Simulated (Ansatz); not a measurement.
# Ru (diamond): energy against volume

All numbers below come from DFT, revPBE, plane waves (420 eV) with PAW, scalar-relativistic in Ansatz. (PAW data from PBE, frozen cores regenerated.)

The cell is scaled uniformly from the relaxed one, with fractional coordinates and shape fixed. Energies are extrapolated to zero smearing, pressures are those at the given smearing. Magnetic state: spin not included.

A Birch-Murnaghan fit gives V₀ = 20.54 Å³/atom, B₀ = 156 GPa, B₀′ = 4.8.

**Question.** What are the energy above the minimum and the pressure at 18.908 Å³/atom?

**Answer.** 73.9 meV/atom and 15.85 GPa as computed.

**Question.** What are the energy above the minimum and the pressure at 19.730 Å³/atom?

**Answer.** 16.7 meV/atom and 7.04 GPa as computed.

**Question.** What are the energy above the minimum and the pressure at 21.374 Å³/atom?

**Answer.** 15.2 meV/atom and -5.50 GPa as computed.
